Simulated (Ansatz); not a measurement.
# What TaInSe3 (model cell, started as cubic perovskite with Ta in the octahedra) distorts into, part 2 of 2

Wanted: the energy along a soft mode of TaInSe3 (model cell, started as cubic perovskite with Ta in the octahedra) and the structure at the end.

Ansatz 0.2.0; DFT PBEsol, scalar-relativistic, plane waves, PAW.

So far, highest frequency on the path or at a solved wavevector (cm⁻¹): step 2 (the dispersion) 300. Also lowest frequency on the path (cm⁻¹): step 2 -71.4.

The structure was built from a prototype and need not be the compound's stable phase.

**6. Relaxing from the distorted cell**

Starting from the lowest point found, all atoms and the cell are let go, so that strain and other modes of the same symmetry can join in.

input.yaml

```yaml
crystal:
  lattice:
    - [5.019252156, 0.0, 0.0]
    - [0.0, 5.019252156, 0.0]
    - [0.0, 0.0, 5.019252156]
  atoms:
    - { symbol: In, position: [0.0, 0.0637545176, 0.0] }
    - { symbol: Ta, position: [0.5, 0.4916331477, 0.5] }
    - { symbol: Se, position: [0.5, 0.471778262, 0.0] }
    - { symbol: Se, position: [0.5, -0.0170797417, 0.5] }
    - { symbol: Se, position: [0.0, 0.471778262, 0.5] }
kpoints:
  mp_grid: { grid: [6, 6, 6] }
hamiltonian:
  xc: pbesol
scf:
  occupations: { method: methfessel_paxton, width: 0.15 }
output:
  forces: true
  stress: true
  eigenvalues: true
  write_density: true
  write_potential: true
  elf: true
  volumetric_format: npy
relax:
  adjacent_minimum: "off"
  f_tol: 0.002
  max_steps: 120
  cell: { stress_tol: 0.03 }
```

Launch:

```bash
$ ansatz run input.yaml --threads 8 --pin off --max-ram 14336MiB --backend cpu --events-out ev --progress --plain --runs-dir out
```

Numbers of over 12 decimals in the logs are rounded to 6 here.

What it wrote:

```text
[...]
Crystal: 5 atoms, lattice volume = 126.449 Å³
Basis set: ecut = 420 eV, 2517 PW (Γ), exchange–correlation on 72×72×72 points (8 copies of the dense FFT grid, shifted against one another)
Bands: 45, of which v1, the nominal top of the filled ones, is band 37 counted from 1 (36 counted from 0)
Symmetry: 8 space group operations
[...]
k-points: 40 of 216 (time reversal used)
[...]
SCF iter   1: F=—  HF=-31606.309188 eV  |F-HF|=—  |Δ(HF+E_count)|=         —  Δρ=3.89e-3  dr2=3.67e-2  ethr=1.77e-3  ⟨swp⟩=6.8  Hψ=6602  notcnv=0
[...]
SCF iter   7: F=-31606.300140 eV  HF=-31606.300140 eV  |F-HF|=2.48e-8  |Δ(HF+E_count)|=   6.21e-7  S|Δr|=    0.00e0  Δρ=5.95e-6  dr2=6.53e-8  ethr=1.35e-10  ⟨swp⟩=13.5  Hψ=13720  notcnv=0
SCF 1 converged in 7 iterations: F = -31606.300140 eV  dr2 = 6.53e-8
  Residual-converged pass: ⟨swp⟩=1.0  Hψ=1960  notcnv=0  max |occ|·‖R‖ = 7.1e-9 eV (tolerance 1.0e-8 eV)  dr2=6.53e-8  dr2_onsite=5.15e-8  max |Δocc| = 1.1e-10
[...]
relax step   1: F+E_penalty+E_count = -31606.30013976 eV  Δ(F+E_penalty+E_count) = +0.000e0 eV  max|allowed force component| = 1.728e-2 eV/Å  Δτ_max = 0.0000 Å  P = +0.497 GPa  Ω = 126.449 Å³  (7 SCF iters, dr2 threshold 1.00e-7 eV, accepted)
Crystal: 5 atoms, lattice volume = 127.632 Å³
[...]
SCF iter   5: F=-31606.301031 eV  HF=-31606.301031 eV  |F-HF|=1.46e-7  |Δ(HF+E_count)|=   1.27e-6  S|Δr|=    0.00e0  Δρ=1.63e-5  dr2=4.50e-7  ethr=6.76e-10  ⟨swp⟩=10.5  Hψ=16229  notcnv=0
SCF 2 converged in 5 iterations: F = -31606.301031 eV  dr2 = 4.50e-7
relax step   2: F+E_penalty+E_count = -31606.30103098 eV  Δ(F+E_penalty+E_count) = -8.912e-4 eV  max|allowed force component| = 1.766e-2 eV/Å  Δτ_max = 0.0031 Å  P = -0.230 GPa  Ω = 127.632 Å³  energy of the carried Pulay correction = -1.873e-4 eV  (5 SCF iters, dr2 threshold 5.00e-7 eV, accepted)
Crystal: 5 atoms, lattice volume = 127.259 Å³
[...]
SCF iter   5: F=-31606.301386 eV  HF=-31606.301386 eV  |F-HF|=3.17e-10  |Δ(HF+E_count)|=   1.47e-7  S|Δr|=    0.00e0  Δρ=5.03e-6  dr2=2.93e-8  ethr=2.17e-10  ⟨swp⟩=9.1  Hψ=13213  notcnv=0
SCF 3 converged in 5 iterations: F = -31606.301386 eV  dr2 = 2.93e-8
[...]
relax step   3: F+E_penalty+E_count = -31606.30138635 eV  Δ(F+E_penalty+E_count) = -3.554e-4 eV  max|allowed force component| = 3.602e-3 eV/Å  Δτ_max = 0.0023 Å  P = -0.010 GPa  Ω = 127.259 Å³  energy of the carried Pulay correction = -1.284e-4 eV  (5 SCF iters, dr2 threshold 1.60e-7 eV, accepted)
[...]
relax step   4: F+E_penalty+E_count = -31606.30139907 eV  Δ(F+E_penalty+E_count) = -1.272e-5 eV  max|allowed force component| = 5.524e-3 eV/Å  Δτ_max = 0.0006 Å  P = +0.003 GPa  Ω = 127.236 Å³  energy of the carried Pulay correction = -1.248e-4 eV  (5 SCF iters, dr2 threshold 3.12e-9 eV, accepted)
[...]
relax step   5: F+E_penalty+E_count = -31606.30142425 eV  Δ(F+E_penalty+E_count) = -2.518e-5 eV  max|allowed force component| = 4.807e-3 eV/Å  Δτ_max = 0.0051 Å  P = +0.001 GPa  Ω = 127.213 Å³  energy of the carried Pulay correction = -1.211e-4 eV  (6 SCF iters, dr2 threshold 1.91e-9 eV, accepted)
[...]
relax step   6: F+E_penalty+E_count = -31606.30142988 eV  Δ(F+E_penalty+E_count) = -5.635e-6 eV  max|allowed force component| = 1.713e-4 eV/Å  Δτ_max = 0.0016 Å  P = -0.000 GPa  Ω = 127.206 Å³  energy of the carried Pulay correction = -1.200e-4 eV  (6 SCF iters, dr2 threshold 1.44e-9 eV, accepted)
[...]
SCF iter   5: F=-31606.301551 eV  HF=-31606.301551 eV  |F-HF|=0.00e0  |Δ(HF+E_count)|=  3.13e-10  S|Δr|=    0.00e0  Δρ=1.08e-7  dr2=1.53e-11  ethr=1.00e-12  ⟨swp⟩=6.4  Hψ=8259  notcnv=0
SCF 7 converged in 5 iterations: F = -31606.301551 eV  dr2 = 1.53e-11
relax step   7: F+E_penalty+E_count = -31606.30155051 eV  Δ(F+E_penalty+E_count) = -1.206e-4 eV  max|allowed force component| = 1.577e-4 eV/Å  Δτ_max = 0.0000 Å  P = +0.000 GPa  Ω = 127.206 Å³  stress off target by 5.62e-4 GPa  SCF on the basis re-selected at this cell (its energy is not comparable with the rows above)  (5 SCF iters)
basis re-selected at this cell: Δ(F+E_penalty+E_count) = -1.206e-4 eV, ΔP = +0.000 GPa vs the last step (what re-selecting the basis moved, of the pressure what is left beyond the Pulay correction that the steps carried, after the strain that the cell walked since its last selection, with what the two solves' SCF thresholds leave and, on support functions, any second-order correction that the steps lacked; it is no m [...]
SCF converged after 5 iterations
[...]
Free energy (F): -31606.301551 eV
[...]
Internal energy: -31606.307069 eV  (E = F + TS)
E sigma→0 (E₀):  -31606.302930 eV
Entropy (-TS):   0.005518 eV (1.104 meV/atom)
Fermi energy:    9.001454 eV
[...]
--- Forces (eV/Å), atoms counted from 1 ---
  atom   1  In     0.00000000     0.00000809     0.00000000
  atom   2  Ta    -0.00000000    -0.00015771     0.00000000
  atom   3  Se     0.00000000     0.00015226     0.00000000
  atom   4  Se    -0.00000000    -0.00015509     0.00000000
  atom   5  Se     0.00000000     0.00015226     0.00000000
  max |Σ_I F_I| component: 1.89e-7 eV/Å
--- Stress (GPa, compression-positive) ---
        0.000018       0.000000       0.000000
        0.000000       0.000562       0.000000
        0.000000       0.000000       0.000018
  P = ⅓ Tr σ = 0.0002 GPa (0.002 kbar)
--- Band table (eV; the first three rows and the last of 40) ---
  k-point 0: bands = [... 33 lower, 7.7126, 8.0668, 8.0668, 8.2573, 8.3206, 8.5021, 8.5021, 10.6085, ... 4 higher]
  k-point 1: bands = [... 33 lower, 7.5474, 7.6840, 7.9783, 8.2076, 8.4987, 9.2791, 9.3245, 10.6424, ... 4 higher]
  k-point 2: bands = [... 33 lower, 7.2968, 8.0141, 8.0185, 8.4439, 8.5606, 10.3349, 10.3809, 10.6620, ... 4 higher]
  k-point 39: bands = [... 33 lower, 5.7981, 9.1351, 9.2498, 9.2498, 10.6909, 10.7329, 10.7329, 14.2526, ... 4 higher]
--- Relaxed structure (6 steps of the walk, 6 accepted, 1 SCFs on fresh bases) ---
  F+E_penalty+E_count = -31606.30155051 eV   max|allowed force component| = 1.577e-4 eV/Å   (the final SCF, on the basis selected at the relaxed cell)
  cell:  # Å, volume = 127.2056 Å³
    - [5.032528, 0, 0.0]
    - [0, 5.022660, 0.0]
    - [0.0, 0.0, 5.032528]
  atoms:
    - { symbol: In, position: [0, 0.062163, 0.0] }
    - { symbol: Ta, position: [0.500000, 0.490998, 0.500000] }
    - { symbol: Se, position: [0.500000, 0.472909, 0.0] }
    - { symbol: Se, position: [0.500000, -0.017114, 0.500000] }
    - { symbol: Se, position: [0, 0.472909, 0.500000] }
```

Wall time 45 s (8 threads of Arm Neoverse N1, shared host); peak memory 0.68 GiB.

The steps of the relaxation:

| step | energy less that of the first step (eV) | largest force component (eV/Å) | pressure (GPa) | volume (Å³) |
| --- | --- | --- | --- | --- |
| 1 | 0.0000 | 0.0173 | 0.50 | 126.45 |
| 2 | -0.0009 | 0.0177 | -0.23 | 127.63 |
| 3 | -0.0012 | 0.0036 | -0.01 | 127.26 |
| 4 | -0.0013 | 0.0055 | 0.00 | 127.24 |
| 5 | -0.0013 | 0.0048 | 0.00 | 127.21 |
| 6 | -0.0013 | 0.0002 | 0.00 | 127.21 |
| 7* | -0.0014 | 0.0002 | 0.00 | 127.21 |

Relaxation steps marked * repeat the geometry before them on a plane-wave basis chosen anew for their cell, so energy and pressure can jump there.

The run keeps the 8 symmetry operations that it works with, so distortions that break them were not tested.

| conventional cell, symmetrised | before | after | change |
| --- | --- | --- | --- |
| a (Å) | 5.019 | 5.033 | +0.3 % |
| b (Å) | 5.019 | 5.033 | +0.3 % |
| c (Å) | 5.019 | 5.023 | +0.1 % |
| volume (Å³/atom) | 25.29 | 25.44 | +0.6 % |

Final coordinates:

```xyz
5
Lattice="5.0325 0.0000 0.0000 0.0000 5.0227 0.0000 0.0000 0.0000 5.0325" Properties=species:S:1:pos:R:3 pbc="T T T"
In    0.0000    0.3122    0.0000
Ta    2.5163    2.4661    2.5163
Se    2.5163    2.3753    0.0000
Se    2.5163   -0.0860    2.5163
Se    0.0000    2.3753    2.5163
```

This step gave:

```
pressure        : 1.99e-4 GPa
volume per atom : 25.44 Å³
```

Electrostatic potential energy in the ac plane at fractional y = 0.473, with atoms of Ta and Se within 0.2 Å of it. With pseudopotentials it is smooth inside the atoms' cores, unlike the true potential.

Ten even steps from '_' (-54 eV) to '@' (13 eV), each cell a mean:
```
@@@@@@@@%%**##%%##**@@@@@@@@
@@@@@@@@@@##******%%@@@@@@@@
@@@@@@@@@@%%####%%@@@@@@@@@@
@@@@@@@@@@%%%%##%%@@@@@@@@@@
**##%%@@%%##++==**##@@@@%%**
##**##%%##==..__::**%%%%**##
%%##**%%**--______==####**%%
%%##**%%##--____..++%%##**##
****%%@@%%**----==##%%%%##**
%%%%@@@@@@%%##**##%%@@@@@@%%
@@@@@@@@@@@@%%%%%%@@@@@@@@@@
@@@@@@@@@@%%****##%%@@@@@@@@
@@@@@@@@%%**####**##@@@@@@@@
@@@@@@@@%%**%%%%##**@@@@@@@@
```
Columns run along a (5.0 Å; values clipped at the 3rd and 97th percentile), rows up along c (5.0 Å). Atoms in or near the plane, at fractional coordinates: Ta at (0.50, 0.50), Se at (0.50, 0.00), Se at (0.00, 0.50).

ELF in the ac plane at fractional y = 0.473, with atoms of Ta and Se within 0.2 Å of it. It is the smooth field of the valence electrons, not physical close to the nuclei.

Values, 14 rows by 14 columns, each cell a mean:
```
0.03 0.04 0.16 0.52 0.75 0.74 0.45 0.32 0.61 0.77 0.68 0.34 0.07 0.03
0.08 0.07 0.10 0.35 0.67 0.77 0.74 0.71 0.77 0.74 0.54 0.20 0.07 0.07
0.38 0.28 0.16 0.21 0.45 0.65 0.70 0.71 0.69 0.58 0.33 0.16 0.20 0.34
0.70 0.63 0.44 0.26 0.24 0.30 0.33 0.34 0.32 0.27 0.23 0.33 0.54 0.68
0.77 0.77 0.69 0.44 0.19 0.25 0.45 0.50 0.36 0.18 0.27 0.58 0.74 0.77
0.53 0.70 0.77 0.53 0.24 0.55 0.68 0.63 0.68 0.36 0.32 0.69 0.77 0.61
0.17 0.53 0.77 0.55 0.31 0.66 0.43 0.18 0.63 0.50 0.34 0.71 0.71 0.32
0.32 0.61 0.77 0.55 0.28 0.63 0.58 0.43 0.68 0.45 0.33 0.70 0.74 0.45
0.71 0.76 0.74 0.50 0.20 0.38 0.63 0.66 0.55 0.25 0.30 0.65 0.77 0.74
0.76 0.72 0.58 0.34 0.20 0.20 0.28 0.31 0.24 0.19 0.24 0.45 0.67 0.75
0.56 0.45 0.27 0.20 0.34 0.50 0.55 0.55 0.53 0.44 0.26 0.21 0.35 0.52
0.18 0.13 0.10 0.27 0.58 0.74 0.77 0.77 0.77 0.69 0.44 0.16 0.10 0.16
0.04 0.04 0.13 0.45 0.72 0.76 0.61 0.53 0.70 0.77 0.63 0.28 0.07 0.04
0.03 0.04 0.18 0.56 0.76 0.71 0.32 0.17 0.53 0.77 0.70 0.38 0.08 0.03
```
Columns run along a (5.0 Å), rows up along c (5.0 Å). Atoms in or near the plane, at fractional coordinates: Ta at (0.50, 0.50), Se at (0.50, 0.00), Se at (0.00, 0.50).

Valence density in the ac plane at fractional y = 0.473, with atoms of Ta and Se within 0.2 Å of it. It is the smooth field of the valence electrons, not physical close to the nuclei.

Ten steps, logarithmic in the rise over the least value, from '_' (0 e/Å³) to '@' (32 e/Å³), each cell a mean:
```
________..==##%%**::..______
________..::==++--::..______
________....::::::..________
....______....::....____....
--::......::------......::::
##++::..::==++++==--..::--**
@@##--::::==++++++--::::++%%
%%**--::::==++++++--..::==##
==--::....--======::....::==
::....____..::::::..__......
__________..::::....________
________..::----::..________
________..--**##++::..______
________::==%%@@##--..______
```
Columns run along a (5.0 Å), rows up along c (5.0 Å). Atoms in or near the plane, at fractional coordinates: Ta at (0.50, 0.50), Se at (0.50, 0.00), Se at (0.00, 0.50).

The distorted start has space group P4mm; the relaxation ends in P4mm.

**7. Modes of the new phase**

A relaxed structure may still be a saddle point, so its zone-centre modes are computed. No field response is asked, since the mesh shows no gap.

input.yaml, the sections that differ from step 6:

```yaml
crystal:
  lattice:
    - [5.0325283864, 0.0, 0.0]
    - [0.0, 5.0226599116, 0.0]
    - [0.0, 0.0, 5.0325283864]
  atoms:
    - { symbol: In, position: [0.0, 0.0621627887, 0.0] }
    - { symbol: Ta, position: [0.5, 0.4909979072, 0.5] }
    - { symbol: Se, position: [0.5, 0.4729088227, 0.0] }
    - { symbol: Se, position: [0.5, -0.0171138937, 0.5] }
    - { symbol: Se, position: [0.0, 0.4729088227, 0.5] }
output:
  eigenvalues: true
phonons:
  method: dfpt
# kpoints, hamiltonian, scf: as in step 6
# relax: removed
```

What it wrote:

```text
zone centre: on kpoints.mp_grid the ground state, and the responses unless they are solved on pairs of k-points, stand on 64 of the mesh's 216 k-points, reduced under 4 symmetry operations, with k and −k counted as one. Each operation leaves every solved displacement unchanged or reverses it
[...]
Crystal: 5 atoms, lattice volume = 127.206 Å³
Basis set: ecut = 420 eV, 2517 PW (Γ), exchange–correlation on 72×72×72 points (8 copies of the dense FFT grid, shifted against one another)
Bands: 45, of which v1, the nominal top of the filled ones, is band 37 counted from 1 (36 counted from 0)
Symmetry: 8 space group operations
k-points: 64 of 216 (irreducible under 4 space group operations, time reversal used)
[...]
SCF iter   1: F=—  HF=-31606.310859 eV  |F-HF|=—  |Δ(HF+E_count)|=         —  Δρ=3.87e-3  dr2=3.73e-2  ethr=1.77e-3  ⟨swp⟩=6.7  Hψ=10533  notcnv=0
[...]
SCF iter  12: F=-31606.301551 eV  HF=-31606.301551 eV  |F-HF|=7.28e-12  |Δ(HF+E_count)|=  3.64e-12  S|Δr|=    0.00e0  Δρ=3.87e-8  dr2=2.18e-12  ethr=1.00e-12  ⟨swp⟩=9.7  Hψ=13803  notcnv=0
SCF 1 converged in 12 iterations: F = -31606.301551 eV  dr2 = 2.18e-12
[...]
DFPT response loops at Γ: preconditioner auto → Kerker (q_TF=auto, 2.493 Å⁻¹) (partly filled bands, converged f_vac=0.026); β = 1.00, the filter's whole step (`scf.mixing.beta` (0.50) is not read by the response loops under this deck's `scf.mixing.preconditioner`; to damp them name `kerker` or `kerker_dos`, under which they read `scf.mixing.beta`, and type it under 1.00, their step now; both keys bind the ground state too); Broyden in place of MSR1
SCF converged after 12 iterations
[...]
Free energy (F): -31606.301551 eV
[...]
Internal energy: -31606.307069 eV  (E = F + TS)
E sigma→0 (E₀):  -31606.302930 eV
Entropy (-TS):   0.005518 eV (1.104 meV/atom)
Fermi energy:    9.001453 eV
[...]
--- Band table (eV; the first three rows and the last of 64) ---
  k-point 0: bands = [... 33 lower, 7.7126, 8.0668, 8.0668, 8.2573, 8.3206, 8.5021, 8.5021, 10.6085, ... 4 higher]
  k-point 1: bands = [... 33 lower, 7.5474, 7.6840, 7.9783, 8.2076, 8.4987, 9.2791, 9.3245, 10.6424, ... 4 higher]
  k-point 2: bands = [... 33 lower, 7.2968, 8.0141, 8.0185, 8.4439, 8.5606, 10.3349, 10.3809, 10.6620, ... 4 higher]
  k-point 63: bands = [... 33 lower, 5.7981, 9.1351, 9.2498, 9.2498, 10.6909, 10.7329, 10.7329, 14.2526, ... 4 higher]
--- Phonons (Γ-DFPT): 9 representative perturbations + reference, on 64 of 216 k-points (Σ response iterations 27) ---
  k mesh reduced under 4 symmetry operations, with k and −k counted as one. Each operation leaves every solved displacement unchanged or reverses it
  ASR residual: 1.448e-4 → 0.000e0 eV/Å²; symmetrization residual: 3.348e-5 eV/Å²
  ASR residual per site (eV/Å²): 2.47e-5 1.45e-4 6.26e-5 1.34e-5 6.26e-5
[...]
non-analytic LO–TO correction: not included (Born effective charges unavailable; polar crystals: no LO–TO splitting at Γ)
```

The job ended after 1.7 min (8 threads; peak memory 1.6 GiB).

Numbers from this step:

- sum-rule residual before enforcement: 1.45e-4 eV/Å²
- point group: 4mm
- highest optical mode at the zone centre (no LO-TO term): 222.8 cm⁻¹
- lowest optical zone-centre mode: -5.27 cm⁻¹

Patterns of degenerate modes are one choice out of their space. The modes at Γ (shares of kinetic energy by element, %) (negative means imaginary):

| mode | frequency (cm⁻¹) | symmetry | In % | Ta % | Se % |
| --- | --- | --- | --- | --- | --- |
| 1 | -5.3 | E | 76 | 4 | 20 |
| 2 | -5.3 | E | 76 | 4 | 20 |
| 3 | 0.0 | acoustic | 22 | 34 | 44 |
| 4 | 0.0 | acoustic | 22 | 34 | 44 |
| 5 | 0.0 | acoustic | 22 | 34 | 44 |
| 6 | 42.5 | A1 | 78 | 5 | 17 |
| 7 | 52.3 | A1 | 1 | 50 | 49 |
| 8 | 57.0 | E | 2 | 51 | 47 |
| 9 | 57.0 | E | 2 | 51 | 47 |
| 10 | 64.3 | E | 1 | 0 | 99 |
| 11 | 64.3 | E | 1 | 0 | 99 |
| 12 | 66.4 | B1 | 0 | 0 | 100 |
| 13 | 219.8 | E | 0 | 10 | 90 |
| 14 | 219.8 | E | 0 | 10 | 90 |
| 15 | 222.8 | A1 | 0 | 11 | 89 |

Displacements in mode 6 (42.5 cm⁻¹), the largest set to 1:
```
In1  0.00  1.00  0.00
Ta2  0.00 -0.21  0.00
Se3  0.00 -0.35  0.00
Se4  0.00 -0.28  0.00
Se5  0.00 -0.35  0.00
```

Displacements in mode 14 (219.8 cm⁻¹), the largest set to 1:
```
In1  0.00  0.00  0.00
Ta2  0.00  0.00 -0.24
Se3  0.00  0.00  1.00
Se4  0.00  0.00 -0.23
Se5  0.00  0.00 -0.22
```

Before it was imposed, the acoustic sum rule was missed by 1.4e-4 eV/Å². Small misses are needed for a sound result but don't prove that mesh and cutoff are converged. The lowest optical mode is slightly imaginary, 5.3i cm⁻¹, too near zero to call.

**8. Summary of results**

```
unstable mode of the parent                                                      : q = (0, 0, 0), 31i cm⁻¹
depth at the lowest point sampled                                                : 2.17 meV/atom
largest atomic shift at that point                                               : 0.32 Å
space group reached (within 0.01 Å)                                              : P4mm
energy gained over the parent (first relaxation, on the mesh of the frozen mode) : 2.45 meV/atom
volume per atom, phase reached                                                   : 25.4 Å³
lowest optical zone-centre mode, phase reached                                   : -5.3 cm⁻¹
highest optical mode at the zone centre (no LO-TO term), phase reached           : 223 cm⁻¹
```

Along this mode the structure falls into P4mm, 2.45 meV/atom below the parent. At the parent's cell the well is 2.167 meV/atom deep on the steps tried, with its lowest point at a shift of 0.32 Å. Relaxing atoms and cell changes the gain by +0.28 meV/atom against the lowest step (energies at zero smearing). The lowest mode at the zone centre of the new cell, 5.3i cm⁻¹, is too near zero to call. Of the 7 patterns followed to their end from this parent, this one ends 140 meV/atom above the lowest, R-3c. Another end point lies within 1 meV/atom; how such a difference moves with mesh and cutoff was not tested. Each path keeps the symmetry of its pattern, so a lower phase may lie along a pattern not tried. With no gap, or one that is small against the smearing, the frequencies hang on the k mesh and the smearing, most of all near Kohn anomalies. An optical mode within 15 cm⁻¹ of zero is at the mercy of small errors in the force constants, and even its sign is uncertain. Spin-orbit coupling is left out, which can matter for the heavy elements here. The starting cell was built on a prototype and not taken from a measurement, so the phase need not exist.

[Logs are printed without paths, hosts, clocks, repeated set-up lines and the standing remarks that a program may print on its own settings, such as how far it seeks lower states.]

[Hosts, paths, dates, database ids (printed as entryN), source tags and the programs' standing remarks are cut or masked in the printed files.]
